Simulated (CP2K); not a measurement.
# CdF2: band structure with LDA

Crystal: CdF2.

```xyz
3
Lattice="3.8099 0.0000 0.0000 1.9049 3.2995 0.0000 1.9049 1.0998 3.1108" Properties=species:S:1:pos:R:3 pbc="T T T"
Cd    0.0000    0.0000    0.0000
F     5.7148    3.2995    2.3331
F     1.9049    1.0998    0.7777
```

| Item | Value |
| --- | --- |
| Program | CP2K 2026.2 |
| Task | band structure |
| Functional | LDA |
| Potentials or basis | GTH_POTENTIALS Cd GTH-PADE-q12, F GTH-PADE-q7; TZVP-MOLOPT-PBE-GTH basis |
| Density cutoff | 10204 eV |
| k mesh | 9 × 9 × 9 |
| Occupations | fermi-dirac, width 0.01 eV |
| Spin | no spin polarisation |
| SCF solver | diagonalisation with k points |
| Quickstep method | GPW |
| EPS_DEFAULT | 1.0E-9 |
| EPS_SCF | 1.0E-6 |
| MAX_SCF | 100 |
| SCF_GUESS | ATOMIC |
| k points reduced by the point group | yes |
| Mesh centred on Gamma | yes |
| CHOLESKY | OFF |
| EPS_EIGVAL | 1.0E-7 |
| MIXING METHOD | BROYDEN_MIXING |
| MIXING ALPHA | 0.4 |
| NBUFFER | 8 |
| NGRIDS | 5 |
| Basis sets | Cd TZVP-MOLOPT-PBE-GTH-q12, F TZVP-MOLOPT-PBE-GTH-q7 |
| Potentials | Cd GTH-PADE-q12 of GTH_POTENTIALS, F GTH-PADE-q7 of GTH_POTENTIALS |
| ADDED_MOS | [12] |
| Points a segment of the path (NPOINTS) | 10 |
| Bands added on the path | 6 |
| REL_CUTOFF (Ry) | 60 Ry |
| MIXING BETA (1/bohr) | 1.5 1/bohr |
| CUTOFF of the grids | 750 Ry |

| Item | Value |
| --- | --- |
| Pressure | -4.3 GPa |
| Band gap on the k mesh | 2.79 eV, indirect (least direct gap 3.22 eV) |
| Band gap along the path | 2.76 eV, indirect (least direct gap 3.22 eV) |
| Mulliken charges | Cd +1.31; F -0.66 e |

Levels at the corners of the path, in eV from the valence-band top:
| point | band 11 | band 12 | band 13 | band 14 | band 15 | band 16 |
| --- | --- | --- | --- | --- | --- | --- |
| Γ | -0.47 | -0.47 | -0.47 | 2.76 | 12.92 | 12.92 |
| X | -0.54 | -0.09 | -0.09 | 7.70 | 9.42 | 11.58 |
| W | -1.58 | -0.63 | 0.00 | 7.76 | 11.12 | 11.38 |
| K | -1.00 | -0.37 | -0.20 | 7.65 | 10.42 | 10.77 |
| Γ | -0.47 | -0.47 | -0.47 | 2.76 | 12.92 | 12.92 |
| L | -1.92 | -0.38 | -0.38 | 6.88 | 8.86 | 14.48 |
| U | -1.00 | -0.37 | -0.20 | 7.65 | 10.42 | 10.77 |
| W | -1.58 | -0.63 | 0.00 | 7.76 | 11.12 | 11.38 |
| L | -1.92 | -0.38 | -0.38 | 6.88 | 8.86 | 14.48 |
| K | -1.00 | -0.37 | -0.20 | 7.65 | 10.42 | 10.77 |
| U | -1.00 | -0.37 | -0.20 | 7.65 | 10.42 | 10.77 |
| X | -0.54 | -0.09 | -0.09 | 7.70 | 9.42 | 11.58 |

It took 48 s on 1 thread of Intel(R) Xeon(R) Platinum 8375C CPU @ 2.90GHz (Ice Lake), with other jobs on the host, peak memory 0.44 GiB.

Caveat: Mulliken charges move with the basis; the basis of atomic orbitals isn't converged, which shifts pressures, moduli and gaps. Expect the measured gap to be larger: semilocal functionals such as LDA lack the derivative discontinuity.
